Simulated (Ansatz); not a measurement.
Li2Se (started from an entry of an open crystallographic database) (r2SCAN geometry), in Ansatz:

```cif
data_structure
_symmetry_space_group_name_H-M 'Fm-3m'
_symmetry_Int_Tables_number 225
_cell_length_a 5.9869
_cell_length_b 5.9869
_cell_length_c 5.9869
_cell_angle_alpha 90.000
_cell_angle_beta 90.000
_cell_angle_gamma 90.000
_cell_volume 214.59
loop_
_atom_site_label
_atom_site_type_symbol
_atom_site_symmetry_multiplicity
_atom_site_Wyckoff_symbol
_atom_site_fract_x
_atom_site_fract_y
_atom_site_fract_z
_atom_site_occupancy
Li1 Li 8 c 0.25000 0.75000 0.75000 1
Se1 Se 4 a 0.00000 0.00000 0.00000 1
```

G0W0@PBE with 201 empty bands, a screening cutoff of 140 eV and a 4×4×4 mesh (PAW, contour deformation) gives 4.421 eV over the mesh points, from a PBE gap of 2.969 eV; it sums over 212 bands with 181 plane waves in the screening and a wave cutoff of 420 eV. G0W0 values are finite-basis, finite-mesh values. The values are computed, spin-unpolarised, and not measurements.

Q: Another run gave a Kohn-Sham gap of 2.969 eV and a G0W0 gap of 4.232 eV, summing over 98 bands with 89 plane waves in the screening and a wave cutoff of 420 eV. What was changed?

A: Empty bands 87, screening cutoff 80 eV. The counts of bands and plane waves show it.

Q: Estimate the gap with frequency model Godby-Needs pole.

A: 4.378 eV (-0.043 eV), from a Kohn-Sham gap of 2.969 eV.

Q: Another run gave a Kohn-Sham gap of 2.970 eV and a G0W0 gap of 4.399 eV, summing over 212 bands with 181 plane waves in the screening and a wave cutoff of 1170 eV. What was changed?

A: Potentials of the kind norm-conserving. The wave cutoff gives it away.

The runs are scalar-relativistic, without spin-orbit coupling.
